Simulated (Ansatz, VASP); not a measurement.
**B in VASP and in Ansatz**

```xyz
2
Lattice="1.8468 0.0000 0.0000 -0.9234 1.5994 0.0000 0.0000 0.0000 5.4224" Properties=species:S:1:pos:R:3 pbc="T T T"
B     0.0000    0.0000    1.8034
B     0.0000    0.0000    3.6191
```

Alike in both runs: functional PBE; k mesh 12 × 12 × 4; occupations gaussian, width 0.1 eV; no spin polarisation.

Ansatz relaxed the structure, and its values are those at the end. VASP's run is a single point on that final structure, the one shown.

|  | VASP | Ansatz |
| --- | --- | --- |
| version | VASP 6.6.1 | Ansatz 0.2.0 |
| potentials or method | VASP PAW PBE potentials, release 64 (B) | scalar-relativistic, plane waves, PAW |
| plane-wave cutoff (eV) | 520 | 420 |
| valence electrons in the cell | 6 | 6 |

Ansatz gave:

| Item | Value |
| --- | --- |
| gap on the k mesh at the Fermi level (eV) | none |
| pressure (GPa) | 0.1 |
| rms of the force components (eV/Å) | 0.001 |

Which values does VASP return?

gap on the k mesh at the Fermi level (eV): none; pressure (GPa): 0.1; rms of the force components (eV/Å): 0.007.

A gap of «none» marks a metal or a gap that the smearing closes.

Caveats: this functional lacks dispersion, which binds the layers, so the pressure and a relaxed spacing across them are unreliable.
